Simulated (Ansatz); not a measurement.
# In: one crystal by all-electron and frozen-core methods, part 2 of 2

Does the method matter for In? The same cell, functional and mesh are run with all-electron LAPW, PAW on the default files and datasets made for this crystal. The cell is first relaxed from a guess with PAW; it needn't be the stable phase of this composition.

Ansatz 0.2.0; DFT PBE; a cell built from a prototype (diamond type), not taken from measurement. «Crystal datasets» are all-electron PAW datasets made for this crystal. Earlier steps stand in the parts before.

### 4 PAW on the default files

This is In in the diamond structure; at room conditions it is tetragonal.

File input.yaml:

```yaml
crystal:
  lattice:
    - [0.0, 3.3647733987, 3.3647733987]
    - [3.3647733987, 0.0, 3.3647733987]
    - [3.3647733987, 3.3647733987, 0.0]
  atoms:
    - { symbol: In, position: [0.0, 0.0, 0.0] }
    - { symbol: In, position: [0.25, 0.25, 0.25] }
kpoints:
  mp_grid: { grid: [9, 9, 9] }
  band_path:
    path:
      - [0.0, 0.0, 0.0]
      - [0.5, 0.0, 0.5]
      - [0.625, 0.25, 0.625]
      - [0.375, 0.375, 0.75]
      - [0.0, 0.0, 0.0]
      - [0.5, 0.5, 0.5]
      - [0.5, 0.25, 0.75]
      - [0.5, 0.0, 0.5]
    npoints: 14
scf:
  occupations: { method: fermi_dirac, width: 0.05 }
hamiltonian:
  xc: pbe
  pseudopotentials: { kind: paw }
output:
  forces: true
  stress: true
  eigenvalues: true
  efg: { contact_densities: true }
  populations: true
  bader: true
  dos: { projected: true, de: 0.2, e_range: [-14, 8] }
  write_density: true
  write_potential: true
  elf: true
  volumetric_format: npy
```

Launch:

```console
$ ansatz run input.yaml --threads 1 --pin off --max-ram 2048MiB --backend cpu --events-out ev --progress --plain --runs-dir out
```

The program printed (excerpt; [...] marks lines left out):

```text
In: output.efg is read without spin–orbit coupling, which moves field gradients at and beside such atoms by some per cent and up to a factor of two; PAW files take it under magnetization.noncollinear and magnetization.spin_orbit
[...]
Pseudopotentials: kind: paw
Pseudopotential: In, paw, valence charge 13, recommended cutoff 420 eV (normal)
Functional definition: PBE
[...]
Crystal: 2 atoms, lattice volume = 76.190 Å³
Basis set: ecut = 420 eV, 1459 PW (Γ), exchange–correlation on 64×64×64 points (8 copies of the dense FFT grid, shifted against one another)
Bands: 17, of which v1, the nominal top of the filled ones, is band 13 counted from 1 (12 counted from 0)
Symmetry: 48 space group operations
Space group: Fd-3m (ITA 227), of the structure as read, at distance tolerance 4.2e-5 Å
k-points: 35 of 729
[...]
--- PAW observables at the nuclei: V_zz in 10²¹ V/m², potentials from the cell's mean, atoms counted from 1 ---
  atom   1  In V_zz =    -0.000000   η = 0.0000   by run symmetry: forbidden
            electrostatic potential = -7934.696408 V   contact ρ = 1133068.023792 e/Å³
  atom   2  In V_zz =    -0.000000   η = 0.0000   by run symmetry: forbidden
            electrostatic potential = -7934.696408 V   contact ρ = 1133068.023792 e/Å³
--- Band table (eV; the first three rows and the last of 35) ---
  k-point 0: bands = ["-9.1254", "-9.1254", "-9.1254", "-9.0640", "-9.0640", "-8.6778", "-8.6778", "-8.6778", "-8.6382", "-8.6382", "-2.3429", "7.4236", "7.7381", "7.7381", "7.7381", "9.4073", "9.4073"]
[...]
--- Löwdin populations: 2 sites ---
  site symbol       q [e]
     0     In     12.9810
     1     In     12.9810
  spilling = 0.001459 (of n_electrons = 26.000000)
--- Bader charges: 2 sites ---
  site symbol  charge [e]  shift [e]
     0     In      0.0000     0.0000
     1     In      0.0000     0.0000
  estimated error of the sums over rays = 5.3e-5 e
```

Run time: 20 s. Hardware: 1 thread of Arm Neoverse V1, shared host.

This run gives: pressure -0.02 GPa; no gap.

```
atom  Bader charge (e)  basin volume (Å³)
 In1             -0.00              38.10
```

The fields are shown in the conventional cell of this run's space group, carried over from its grid by interpolation.

Density in a lattice plane of the grid's cell (edges 6.73 and 6.73 Å, at 0.000 of the third edge), which holds In.

Ten even steps from ' ' (0.01 e/Å³) to '@' (12.96 e/Å³):
```
**==::                                      ::==
....                                          ..
                                                
                                                
                                                
                                                
                                                
                      ......                    
                    ::==**==::                  
                    --##@@##--                  
                    ::==**==::                  
                      ......                    
                                                
                                                
                                                
                                                
                                                
....                                          ..
**==::                                      ::==
@@##--                                      --##
```
Columns run along the first of these edges and rows up along the second, over one cell in 24 and 20 even steps from the bottom left corner. Atoms in the plane (fractional): In at (0.00, 0.00), In at (0.50, 0.50).

ELF in the same plane.

Values, 12 rows by 12 columns:
```
0.12 0.27 0.28 0.30 0.14 0.06 0.03 0.06 0.14 0.30 0.28 0.27
0.26 0.28 0.36 0.30 0.22 0.14 0.11 0.14 0.22 0.30 0.36 0.28
0.29 0.30 0.30 0.30 0.30 0.30 0.29 0.30 0.30 0.30 0.30 0.30
0.11 0.14 0.22 0.30 0.36 0.28 0.26 0.28 0.36 0.30 0.22 0.14
0.03 0.06 0.14 0.30 0.28 0.27 0.12 0.27 0.28 0.30 0.14 0.06
0.02 0.03 0.11 0.29 0.26 0.12 0.00 0.12 0.26 0.29 0.11 0.03
0.03 0.06 0.14 0.30 0.28 0.27 0.12 0.27 0.28 0.30 0.14 0.06
0.11 0.14 0.22 0.30 0.36 0.28 0.26 0.28 0.36 0.30 0.22 0.14
0.29 0.30 0.30 0.30 0.30 0.30 0.29 0.30 0.30 0.30 0.30 0.30
0.26 0.28 0.36 0.30 0.22 0.14 0.11 0.14 0.22 0.30 0.36 0.28
0.12 0.27 0.28 0.30 0.14 0.06 0.03 0.06 0.14 0.30 0.28 0.27
0.00 0.12 0.26 0.29 0.11 0.03 0.02 0.03 0.11 0.29 0.26 0.12
```
Columns run along the first of these edges and rows up along the second, over one cell in 12 and 12 even steps from the bottom left corner. Atoms in the plane (fractional): In at (0.00, 0.00), In at (0.50, 0.50).

Both are smooth fields of the valence electrons: close to the nuclei they are not physical.

### 5 Datasets made for this crystal

input.yaml: that of step 4 with these lines changed.

```diff
@@ -20,3 +20,3 @@
       - [0.5, 0.0, 0.5]
-    npoints: 14
+    npoints: 8
 scf:
@@ -25,3 +25,3 @@
   xc: pbe
-  pseudopotentials: { kind: paw }
+  pseudopotentials: { kind: all_electron, datasets: crystal }
 output:
@@ -31,8 +31 @@
   efg: { contact_densities: true }
-  populations: true
-  bader: true
-  dos: { projected: true, de: 0.2, e_range: [-14, 8] }
-  write_density: true
-  write_potential: true
-  elf: true
-  volumetric_format: npy
```

Launch:

```console
$ ansatz run input.yaml --threads 1 --pin off --max-ram 2048MiB --backend cpu --events-out ev --progress --plain --runs-dir out
```

The program printed (excerpt; [...] marks lines left out):

```text
[...]
In: output.efg is read without spin–orbit coupling, which moves field gradients at and beside such atoms by some per cent and up to a factor of two; PAW files take it under magnetization.noncollinear and magnetization.spin_orbit
[...]
[... 1 set-up line as earlier in the session ...]
Pseudopotential: In, paw, valence charge 13, recommended cutoff 240 eV (normal), Koelling and Harmon's equation, gaussian nucleus
[... 1 set-up line as earlier in the session ...]
[...]
Crystal: 2 atoms, lattice volume = 76.190 Å³
Basis set: ecut = 240 eV, 645 PW (Γ), exchange–correlation on 50×50×50 points (8 copies of the dense FFT grid, shifted against one another)
Bands: 17, of which v1, the nominal top of the filled ones, is band 13 counted from 1 (12 counted from 0)
[... 2 set-up lines as earlier in the session ...]
k-points: 35 of 729
[...]
--- Forces (eV/Å), atoms counted from 1 ---
  atom   1  In     0.00000000    -0.00000000     0.00000000
  atom   2  In     0.00000000    -0.00000000     0.00000000
[...]
--- Stress (GPa, compression-positive) ---
       -0.014781      -0.000000      -0.000000
       -0.000000      -0.014781       0.000000
        0.000000      -0.000000      -0.014781
  P = ⅓ Tr σ = -0.0148 GPa (-0.148 kbar)
--- PAW observables at the nuclei: V_zz in 10²¹ V/m², potentials from the cell's mean, atoms counted from 1 ---
  atom   1  In V_zz =    -0.000000   η = 0.0000   by run symmetry: forbidden
            electrostatic potential = -7934.672349 V   contact ρ = 1133009.130695 e/Å³
  atom   2  In V_zz =    -0.000000   η = 0.0000   by run symmetry: forbidden
            electrostatic potential = -7934.672349 V   contact ρ = 1133009.130695 e/Å³
--- Band table (eV; the first three rows and the last of 35) ---
  k-point 0: bands = ["-6.8669", "-6.8669", "-6.8669", "-6.8056", "-6.8056", "-6.4194", "-6.4194", "-6.4194", "-6.3798", "-6.3798", "-0.0865", "9.6799", "9.9950", "9.9950", "9.9950"]
[...]
```

It took 8.9 s on 1 thread of Arm Neoverse V1, shared host.

Result: pressure -0.01 GPa; no gap.

```
atom  contact density (e/Å³)
 In1                 1133009
```

### 6 Side by side

| method | pressure (GPa) | SCF cycles, all passes |
| --- | --- | --- |
| LAPW | -0.02 | 7 |
| PAW | -0.02 | 6 |
| crystal datasets | -0.01 | 7 |

### 7 Outcome

This closing draws on all 2 parts.

| quantity | value |
| --- | --- |
| pressure | LAPW -0.02, PAW -0.02, crystal datasets -0.01 GPa |
| gap (LAPW) | none |
| Bader charges (PAW) | In1 -0.00 e |

In words: The pressure is within half a GPa of zero, so the volume is close to equilibrium at this level. Bands cross the Fermi level: the crystal is a metal at this level. Within 0.3 eV of the Fermi level the largest projected share is In 5p (94 %). The projection holds only the free atom's occupied shells (In 5s, In 5p in this range). In pressure, PAW differs from LAPW by less than 0.01 GPa. LAPW took about 1.7 times as long as PAW (33 s against 20 s, on a shared host and with the outputs that each input asks for).
